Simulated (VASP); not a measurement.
# Be16HC in VASP: further runs

One slab, Be16HC, is run at these levels: PBE; tasks: single point.

All numbers are computed with VASP 6.6.1; they aren't measurements. Logs are shortened: lines on timing, memory, paths and dates and some standing lists are left out, and cuts for length are marked.

## 1. The structure

The cell holds a slab with vacuum, 18 atoms: a = 4.580 Å, b = 4.580 Å, c = 16.383 Å, α = 90.00°, β = 90.00°, γ = 60.00°.

The cell was built by a generator and needn't be a form met in nature.

## 2. Single point, PBE

Input file INCAR:

```
  ALGO = Fast
  EDIFF = 1E-6
  ENCUT = 520
  GGA = PE
  ISIF = 2
  ISMEAR = -1
  LASPH = T
  LCHARG = F
  LREAL = Auto
  LWAVE = F
  NBANDS = 34
  NELM = 100
  PREC = Accurate
  SIGMA = 0.15
```

Input file KPOINTS:

```
k-points
0
Gamma
  4 4 1
```

Input file POSCAR:

```
Be16HC
1.0
    4.5800000000      0.0000000000      0.0000000000
    2.2900000000      3.9663960000      0.0000000000
    0.0000000000      0.0000000000     16.3826450000
Be C H
16 1 1
Direct
   -0.1666626328      0.3333252656      0.0610402044
    0.3333373672      0.3333252656      0.0610402044
   -0.1666628849      0.8333257698      0.0610402044
    0.3333371151      0.8333257698      0.0610402044
    0.0092576125     -0.0158078013      0.1713276458
    0.4973615571     -0.0207493150      0.1720235041
    0.0039447684      0.4733768388      0.1703143784
    0.5160556743      0.4741331930      0.1744345922
   -0.1376673189      0.3114918430      0.2806323399
    0.3265558653      0.3206437280      0.2861625824
   -0.1556595828      0.8225855411      0.2808276685
    0.3572086652      0.8100804862      0.2898677228
    0.0085151598     -0.0291700577      0.4046477232
    0.4421154073      0.0430617619      0.4063751610
   -0.0127584426      0.5214557498      0.3887345419
    0.5581562044      0.4756963248      0.4172464214
    0.9815838814      0.2744304906      0.4655902634
    1.0353002033      0.2394869297      0.5327833204
```

Potentials or basis: VASP PAW PBE potentials, release 64 (Be, C, H).

Command:

```
> cat potpaw_PBE.64/Be/POTCAR potpaw_PBE.64/C/POTCAR potpaw_PBE.64/H/POTCAR > POTCAR
> mpirun -np 1 vasp_std > vasp.out
```

OUTCAR:

```text
EDIFF = 1E-6
   ENCUT = 520
   GGA = PE
   ISIF = 2
   ISMEAR = -1
   LASPH = T
   LREAL = Auto
   NELM = 100
   PREC = Accurate

 ion  position               nearest neighbor table
   1  0.833  0.333  0.061-   7 2.17   8 2.25   5 2.28   4 2.29   3 2.29   2 2.29   2 2.29   3 2.29
                             4 2.29
   2  0.333  0.333  0.061-   7 2.22   8 2.26   3 2.29   4 2.29   1 2.29   1 2.29   4 2.29   3 2.29
                             6 2.30
   3  0.833  0.833  0.061-   5 2.22   6 2.26   2 2.29   1 2.29   4 2.29   4 2.29   1 2.29   2 2.29
                             7 2.29
   4  0.333  0.833  0.061-   6 2.20   5 2.22   1 2.29   2 2.29   3 2.29   3 2.29   2 2.29   1 2.29
                             8 2.34
   5  0.009  0.984  0.171-  11 2.21   9 2.21   4 2.22   6 2.22   3 2.22   7 2.23   8 2.25   1 2.28
                             8 2.33   7 2.35   6 2.36  12 2.38
   6  0.497  0.979  0.172-   4 2.20   5 2.22  11 2.25   3 2.26   7 2.26   8 2.27  12 2.29   2 2.30
                            10 2.31   8 2.31   7 2.32   5 2.36
   7  0.004  0.473  0.170-   9 2.17   1 2.17   2 2.22   5 2.23   8 2.23   6 2.26  11 2.28  10 2.29
                             3 2.29   6 2.32   8 2.35   5 2.35
   8  0.516  0.474  0.174-   9 2.22   7 2.23   1 2.25   5 2.25   2 2.26   6 2.27  10 2.28   6 2.31
                            12 2.31   5 2.33   4 2.34   7 2.35
   9  0.862  0.311  0.281-  10 2.15   7 2.17   5 2.21   8 2.22  15 2.22  11 2.28  12 2.29  11 2.30
                            12 2.30
  10  0.327  0.321  0.286-   9 2.15  15 2.16  11 2.26  14 2.26  12 2.27   8 2.28   7 2.29   6 2.31
                            12 2.32  11 2.33
  11  0.844  0.823  0.281-  15 2.13   5 2.21   6 2.25  10 2.26  12 2.27   7 2.28   9 2.28   9 2.30
                            12 2.33  10 2.33  13 2.38
  12  0.357  0.810  0.290-  11 2.27  10 2.27   9 2.29   6 2.29   9 2.30  14 2.31   8 2.31  10 2.32
                            11 2.33  13 2.34   5 2.38
  13  0.009  0.971  0.405-  17 1.67  15 2.12  14 2.17  16 2.21  12 2.34  11 2.38
  14  0.442  0.043  0.406-  17 2.07  15 2.16  13 2.17  10 2.26  16 2.30  12 2.31  16 2.38
  15  0.987  0.521  0.389-  17 1.70  13 2.12  16 2.13  11 2.13  10 2.16  14 2.16   9 2.22
  16  0.558  0.476  0.417-  17 1.86  15 2.13  13 2.21  14 2.30  14 2.38
  17  0.982  0.274  0.466-  18 1.12  13 1.67  15 1.70  16 1.86  14 2.07
  18  0.035  0.239  0.533-  17 1.12

  LATTYP: Found a hexagonal cell.
 ALAT       =     4.5799996975
 C/A-ratio  =     3.5769969612

  Lattice vectors:

 A1 = (  -2.2900000000,  -3.9663960000,   0.0000000000)
 A2 = (   4.5800000000,   0.0000000000,   0.0000000000)
 A3 = (   0.0000000000,   0.0000000000,  16.3826450000)

Analysis of symmetry for initial positions (statically):
=====================================================================
 Subroutine PRICEL returns:
 Original cell was already a primitive cell.

 Routine SETGRP: Setting up the symmetry group for a
 hexagonal supercell.

[... 149 lines left out ...]
   EFERMI =   0.00;   METHOD = LEGACY
   ISMEAR =    -1;   SIGMA  =   0.15  broadening in eV -4-tet -1-fermi 0-gaus
   EFERMI_NEDOS =   21; number of points for ismear=-14 and -15
   IALGO  =     68    algorithm
   IMIX   =      4    mixing-type and parameters
     AMIX     =   0.40;   BMIX     =  1.00
     AMIX_MAG =   1.60;   BMIX_MAG =  1.00
  volume/ion in A,a.u.               =      16.53       111.58
  Fermi-wavevector in a.u.,A,eV,Ry     =   0.817072  1.544042  9.083335  0.667606
  Thomas-Fermi vector in A             =   1.927454
   LORBIT       =      0    0 simple, 1 ext, 2 COOP (PROOUT), +10 PAW based schemes
   GGA     = PE    functional components
   LHFCALC =     F    Hartree Fock is set to
   AEXX    =    0.0000 exact exchange contribution
   IVDW    =     0    specifies the selected vdW correction
   LEPSILON=     F    determine dielectric tensor
   LRPA    =     F    only Hartree local field effects (RPA)
 non-spin polarized calculation
 RMM-DIIS sequential band-by-band and
  energy-cutoff  :      520.00
  volume of cell :      297.61
 maximum number of plane-waves:      8047
 NGX is ok and might be reduce to    36
   NGX = 17   NGY = 17   NGZ = 61

 number of electron      37.0000000 magnetization

 Free energy of the ion-electron system (eV)
  ---------------------------------------------------
  ext. energy  EPLUGINS =         0.00000000
  ---------------------------------------------------
  free energy    TOTEN  =       -68.20676588 eV

  energy without entropy =      -68.01788006  energy(sigma->0) =      -68.11232297

 E-fermi :   0.4744     XC(G=0):  -6.2187

 val. band max:        0.2112114759   @ k =   0.5000   0.2500   0.0000
 cond. band min:       0.5050141424   @ k =   0.0000   0.0000   0.0000
 fundamental gap:      0.2938026665
 Fermi energy:         0.4744456586

 k-point     1 :       0.0000    0.0000    0.0000
  band No.  band energies     occupation
      1     -11.5219      2.00000
      2      -9.4623      2.00000
      3      -7.9728      2.00000
      4      -6.1775      2.00000
      5      -4.8381      2.00000
      6      -3.7612      2.00000
[... 319 lines left out ...]
     29       5.8077      0.00000
     30       5.9850      0.00000
 [bands above 30 left out]

------------------------ aborting loop because EDIFF is reached ----------------------------------------

  FORCE on cell =-STRESS in cart. coord.  units (eV):
  Direction    XX          YY          ZZ          XY          YZ          ZX
  --------------------------------------------------------------------------------------
  -------------------------------------------------------------------------------------
  Total       -9.8184768     -6.0942956     -4.7799156      4.8322564      1.1960593     -1.0328273
  in kB      -52.8578055    -32.8086629    -25.7326928     26.0144701      6.4389899     -5.5602295
  external PRESSURE =     -37.1330537 kB  Pullay stress =       0.0000000 kB

 VOLUME and BASIS-vectors are now :
 -----------------------------------------------------------------------------
  energy-cutoff  :      520.00
  volume of cell :      297.61
      direct lattice vectors                 reciprocal lattice vectors
     4.580000000  0.000000000  0.000000000     0.218340611 -0.126059022  0.000000000
     2.290000000  3.966396000  0.000000000     0.000000000  0.252118044  0.000000000
     0.000000000  0.000000000 16.382645000     0.000000000  0.000000000  0.061040204

 POSITION                                       TOTAL-FORCE (eV/Angst)
 -----------------------------------------------------------------------------------
      4.58000      1.32210      1.00000        -0.165811     -0.124541     -0.096803
      2.29000      1.32210      1.00000         0.121409     -0.110613      0.113637
      5.72500      3.30530      1.00000        -0.054217     -0.115793      0.067622
      3.43500      3.30530      1.00000        -0.039232     -0.277955      0.118264
      2.29620      3.90370      2.80680        -0.028236     -0.095208      0.092441
      4.52040      3.88410      2.81820         0.371144      0.194867      0.249936
[... 10 lines left out ...]
      5.12410      1.08850      7.62760         0.602844     -0.338077      0.774932
      0.71010      0.94990      8.72840        -0.290878      0.573608     -0.854983
 -----------------------------------------------------------------------------------
    total drift:                               -0.001796      0.000728     -0.002180

  FREE ENERGIE OF THE ION-ELECTRON SYSTEM (eV)
  ---------------------------------------------------
  free  energy   TOTEN  =       -68.2067658798 eV

  energy  without entropy=      -68.0178800607  energy(sigma->0) =      -68.11232297
```

stdout:

```text
POSCAR found type information on POSCAR BeC H
 POSCAR found :  3 types and      18 ions
 scaLAPACK will be used
 LDA part: xc-table for (Slater+PW92), standard interpolation
 POSCAR, INCAR and KPOINTS ok, starting setup
 FFT: planning ... GRIDC
 FFT: planning ... GRID_SOFT
 FFT: planning ... GRID
 WAVECAR not read
 entering main loop
```

Run time: 2 min. Hardware: 1 thread of Intel Xeon 6975P-C (Granite Rapids), shared host; peak memory 0.41 GiB.

Results:

- Free energy: -68.2068 eV
- Largest force: 1.070 eV/Å
- Band gap on the k mesh: none (metal or under the smearing width)

Forces on the atoms (eV/Å):
```
Be  -0.166 -0.125 -0.097
Be   0.121 -0.111  0.114
Be  -0.054 -0.116  0.068
Be  -0.039 -0.278  0.118
Be  -0.028 -0.095  0.092
Be   0.371  0.195  0.250
Be   0.388  0.405  0.022
Be  -0.326  0.318  0.055
Be  -0.354 -0.023  0.138
Be   0.764 -0.195 -0.285
Be  -0.171  0.217  0.460
Be  -0.147  0.023  0.045
Be  -0.281 -0.277 -0.816
Be  -0.465 -0.185 -0.069
Be   0.227  0.039  0.519
Be  -0.150 -0.028 -0.534
C    0.603 -0.338  0.775
H   -0.291  0.574 -0.855
```

Caveat: the k mesh is coarse (spacing up to 0.40 Å⁻¹), so the values aren't converged.

## 3. Single point, PBE

Input file INCAR:

```
SYSTEM = Be16HC
ALGO = Normal ; EDIFF = 1E-6
ENCUT = 520 ; GGA = PE
ISIF = 2 ; ISMEAR = -1
LASPH = .True. ; LCHARG = .True.
LELF = .True. ; LREAL = Auto
LVHAR = .True. ; LWAVE = .False.
NBANDS = 34 ; NELM = 60
PREC = Accurate ; SIGMA = 0.15
```

Input file KPOINTS:

```
k-points
0
Gamma
  4 4 1
  0 0 0
```

Input file POSCAR:

```
Be16HC
1.0
    4.5800000000      0.0000000000      0.0000000000
    2.2900000000      3.9663960000      0.0000000000
    0.0000000000      0.0000000000     16.3826450000
Be C H
16 1 1
Direct
   -0.1666626328      0.3333252656      0.0610402044
    0.3333373672      0.3333252656      0.0610402044
   -0.1666628849      0.8333257698      0.0610402044
    0.3333371151      0.8333257698      0.0610402044
    0.0190517654     -0.0200685963      0.1801906835
    0.5306928574     -0.0092023086      0.1827482681
    0.0236047756      0.5025721083      0.1741049751
    0.4970034060      0.5046394762      0.1770226969
   -0.1572982103      0.3216269883      0.2912472314
    0.3842382901      0.3042308433      0.2912594395
   -0.1700972804      0.8303255651      0.2980532142
    0.3534105087      0.8074584585      0.2976503489
   -0.0008861102     -0.0200181727      0.4026700206
    0.4265371095      0.0104628988      0.4138708981
    0.0254435690      0.5192875346      0.3984216224
    0.5682110588      0.4613508081      0.4023220915
    1.0028575982      0.2523197381      0.4656451995
    1.0260969780      0.2331335550      0.5301769037
```

Potentials or basis: VASP PAW PBE potentials, release 64 (Be, C, H).

Command:

```
> cat potpaw_PBE.64/Be/POTCAR potpaw_PBE.64/C/POTCAR potpaw_PBE.64/H/POTCAR > POTCAR
> mpirun -np 1 vasp_std > vasp.out
```

Run time: 2.1 min. Hardware: 1 thread of Intel Xeon 6975P-C (Granite Rapids), shared host; peak memory 0.4 GiB.

It converged, with:

```
Free energy            : -68.0396 eV
Largest force          : 1.417 eV/Å
Band gap on the k mesh : none (metal or under the smearing width)
```

Forces in eV/Å, atoms in the order of the input:
```
Be  -0.020 -0.053  0.200
Be   0.251 -0.107  0.237
Be   0.075  0.073  0.416
Be   0.110 -0.092  0.385
Be   0.126  0.605 -0.127
Be  -0.585  0.013 -0.337
Be  -0.640 -0.442  0.355
Be   0.546 -0.334  0.164
Be   0.904 -0.196 -1.073
Be  -0.992  0.449  0.055
Be   0.200 -0.221 -0.348
Be   0.004  0.339 -0.548
Be  -0.378 -0.666 -0.588
Be   0.764  0.369 -0.280
Be  -0.425 -0.479  0.253
Be   0.179 -0.077  0.720
C    0.073  0.529 -0.590
H   -0.192  0.291  1.108
```

Levels at points of the mesh, in eV from the Fermi level:
```csv
k point,band 16,band 17,band 18,band 19,band 20,band 21,band 22,band 23
"(0.00, 0.00, 0.00)",-1.81,-1.76,-1.60,-1.45,-0.05,1.41,2.28,2.62
"(0.50, 0.00, 0.00)",-0.83,-0.61,-0.36,0.54,1.47,1.67,2.74,3.18
"(0.50, 0.50, 0.00)",-0.94,-0.58,-0.39,0.45,1.07,2.36,2.87,2.96
"(0.00, 0.50, 0.00)",-0.97,-0.54,-0.37,0.49,1.10,2.25,2.68,2.99
```

Caveat: the k mesh is coarse (spacing up to 0.40 Å⁻¹), so the values aren't converged.

## 4. Single point, PBE

Input file INCAR:

```
SYSTEM = Be16HC
PREC = Accurate
ENCUT = 520
EDIFF = 1E-6
ISMEAR = -1
SIGMA = 0.15
LREAL = Auto
LASPH = .True.
NELM = 60
ALGO = Fast
ISIF = 2
LWAVE = .False.
LCHARG = .False.
GGA = PE
NBANDS = 34
```

Input file KPOINTS:

```
Automatic mesh
0
Gamma
  4 4 1
  0 0 0
```

Input file POSCAR:

```
Be16HC
1.0
    4.5800000000      0.0000000000      0.0000000000
    2.2900000000      3.9663960000      0.0000000000
    0.0000000000      0.0000000000     16.3826450000
Be C H
16 1 1
Direct
   -0.1666626328      0.3333252656      0.0610402044
    0.3333373672      0.3333252656      0.0610402044
   -0.1666628849      0.8333257698      0.0610402044
    0.3333371151      0.8333257698      0.0610402044
    0.0080628910      0.0152279298      0.1709430925
    0.4879693021      0.0048910900      0.1758751410
    0.0099487268      0.4971767821      0.1832732138
    0.5303653369      0.4901426887      0.1818753931
   -0.1070730964      0.3123994679      0.2794542639
    0.3226696388      0.3540493687      0.2955078377
   -0.1645262821      0.8327206865      0.2917294491
    0.3492014090      0.8442172693      0.2851310030
    0.0289668251     -0.0424314668      0.3976525158
    0.4758427319      0.0260437939      0.4118626754
    0.0194634321      0.4969246641      0.4033841910
    0.5860525096      0.4577203083      0.4085420883
    0.9727832111      0.2309401280      0.4691183872
    0.9351463412      0.2694889769      0.5334242425
```

Command:

```
> cat potpaw_PBE.64/Be/POTCAR potpaw_PBE.64/C/POTCAR potpaw_PBE.64/H/POTCAR > POTCAR
> mpirun -np 1 vasp_std > vasp.out
```

It took 2.1 min on 1 thread of Intel Xeon 6975P-C (Granite Rapids), shared host; peak memory 0.41 GiB.

Results (log left out):

- Free energy: -67.9133 eV
- Largest force: 1.713 eV/Å
- Band gap on the k mesh: none (metal or under the smearing width)

Forces on the atoms (eV/Å):
```
Be   0.081  0.227  0.131
Be   0.094  0.103  0.489
Be  -0.001 -0.083  0.308
Be   0.134 -0.183  0.221
Be  -0.289 -0.640  0.248
Be   0.689  0.040  0.083
Be   0.472  0.517 -1.222
Be  -0.716  0.305 -0.583
Be  -1.230  0.131  1.186
Be   1.111 -0.525 -0.168
Be   0.037  0.296  0.080
Be  -0.125 -0.541  0.495
Be  -0.055 -0.347 -0.468
Be  -0.484 -0.155 -0.201
Be   0.097  0.294 -0.077
Be  -0.643  0.253 -0.507
C    0.756  0.538 -0.824
H    0.073 -0.229  0.809
```

Levels at points of the mesh, in eV from the Fermi level:
```tsv
k point	band 14	band 15	band 16	band 17	band 18	band 19	band 20	band 21	band 22	band 23
(0.00, 0.00, 0.00)	-2.42	-1.98	-1.86	-1.78	-1.69	-1.54	-0.11	1.48	2.31	2.60
(0.50, 0.00, 0.00)	-2.52	-1.64	-0.79	-0.59	-0.52	0.57	1.25	1.95	2.71	2.96
(0.50, 0.50, 0.00)	-2.57	-1.75	-0.89	-0.65	-0.49	0.55	1.20	2.22	2.83	3.13
(0.00, 0.50, 0.00)	-2.52	-1.74	-0.88	-0.60	-0.45	0.42	1.19	2.13	2.79	3.02
```

Caveat: the k mesh is coarse (spacing up to 0.40 Å⁻¹), so the values aren't converged.
